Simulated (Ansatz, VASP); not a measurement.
**Two plane-wave programs on KBr**

File INCAR:

```
SYSTEM = KBr
PREC = Accurate
ENCUT = 520
EDIFF = 1E-6
ISMEAR = -1
SIGMA = 0.02
LREAL = .False.
LASPH = .True.
NELM = 100
ALGO = Fast
ISIF = 2
LWAVE = .False.
LCHARG = .True.
GGA = PE
LELF = .True.
LVHAR = .True.
NBANDS = 15
```

KPOINTS

```
Automatic mesh
0
Gamma
  6 6 6
  0 0 0
```

Contents of POSCAR:

```
KBr
1.0
    3.9588259639      0.0000000000      0.0000000000
    0.0000000000      3.9588259639      0.0000000000
    0.0000000000      0.0000000000      3.9588259639
K Br
1 1
Direct
    0.0000000000      0.0000000000      0.0000000000
    0.5000000000      0.5000000000      0.5000000000
```

Input for Ansatz:

```yaml
crystal:
  lattice:
    - [3.9588259639, 0.0, 0.0]
    - [0.0, 3.9588259639, 0.0]
    - [0.0, 0.0, 3.9588259639]
  atoms:
    - { symbol: K, position: [0.0, 0.0, 0.0] }
    - { symbol: Br, position: [0.5, 0.5, 0.5] }
kpoints:
  mp_grid: { grid: [6, 6, 6] }
  band_path:
    path:
      - [0.0, 0.0, 0.0]
      - [0.0, 0.5, 0.0]
      - [0.5, 0.5, 0.0]
      - [0.5, 0.5, 0.5]
      - [0.0, 0.5, 0.5]
    npoints: 1
hamiltonian:
  xc: pbe
scf:
  occupations: { method: fermi_dirac, width: 0.02 }
  n_extra_bands: 4
output:
  forces: true
  stress: true
  eigenvalues: true
```

Change from the starting cell: hydrostatic strain -0.4%.

Alike in both runs: task single point; functional PBE; k mesh 6 × 6 × 6; occupations fermi-dirac, width 0.02 eV; no spin polarisation.

|  | VASP | Ansatz |
| --- | --- | --- |
| version | VASP 6.6.1 | Ansatz 0.2.0 |
| potentials or method | VASP PAW PBE potentials, release 64 (K_sv, Br) | plane waves, PAW |
| plane-wave cutoff (eV) | 520 | 420 |
| valence electrons in the cell | 16 | 16 |

```csv
,VASP,Ansatz,Ansatz less VASP
gap on the k mesh at the Fermi level (eV),4.07,4.07,+0.001
pressure (GPa),1.1,1.1,-0.04
```

The functional is the same, so the differences come from potentials, cutoffs and numerics.

A k mesh can miss the band edges.
